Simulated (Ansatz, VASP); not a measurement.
Given: the input of a run of VASP 6.6.1 on TePb.

INCAR

```
PREC = Accurate ; ENCUT = 520
EDIFF = 1E-6 ; ISMEAR = 0
SIGMA = 0.018000000000000002 ; LREAL = F
LASPH = T ; NELM = 100
ALGO = Normal ; ISIF = 2
LWAVE = F ; LCHARG = F
GGA = PE ; NBANDS = 17
```

File KPOINTS:

```
regular mesh
0
Gamma
  7 7 7
```

Contents of POSCAR:

```
TePb
1.0
    0.0000000000      3.2310000000      3.2310000000
    3.2310000000      0.0000000000      3.2310000000
    3.2310000000      3.2310000000      0.0000000000
Pb Te
1 1
Direct
    0.0000000000      0.0000000000      0.0000000000
    0.5000000000      0.5000000000      0.5000000000
```

Potentials or basis: VASP PAW PBE potentials, release 64 (Pb_d, Te).

Run with:

```sh
$ cat potpaw_PBE.64/Pb_d/POTCAR potpaw_PBE.64/Te/POTCAR > POTCAR
$ mpirun -np 1 vasp_std > vasp.out
```

**Question.** Set up the same calculation for Ansatz 0.2.0. Potentials there: all-electron LAPW, scalar-relativistic.

**Answer.** As run (the cutoff follows the program's own potentials):

input.yaml

```yaml
crystal:
  lattice:
    - [0.0, 3.231, 3.231]
    - [3.231, 0.0, 3.231]
    - [3.231, 3.231, 0.0]
  atoms:
    - { symbol: Pb, position: [0.0, 0.0, 0.0] }
    - { symbol: Te, position: [0.5, 0.5, 0.5] }
kpoints:
  mp_grid: { grid: [7, 7, 7] }
scf:
  occupations: { method: gaussian, width: 0.018 }
hamiltonian:
  xc: pbe
  pseudopotentials: { kind: all_electron, lapw: { basis_error: 0.001 } }
output:
  forces: true
  stress: true
  eigenvalues: true
```

Potentials or basis: all-electron LAPW, scalar-relativistic.

Run with:

```sh
$ ansatz run input.yaml --threads 1 --pin off --max-ram 3072MiB --backend cpu --events-out ev --progress --plain --runs-dir out
```

Both were run:

|  | VASP | Ansatz | Ansatz less VASP |
| --- | --- | --- | --- |
| gap on the k mesh at the Fermi level (eV) | 1.01 | 1.01 | -0.004 |
| least direct gap on the mesh (eV) | 1.01 | 1.01 | -0.004 |
| pressure (GPa) | 2.1 | 2.1 | +0.07 |

Ansatz ran all-electron here, so the differences hold the error of VASP's frozen core and of both bases.

The runs have no spin-orbit coupling, so splittings on Pb, Te are missing.
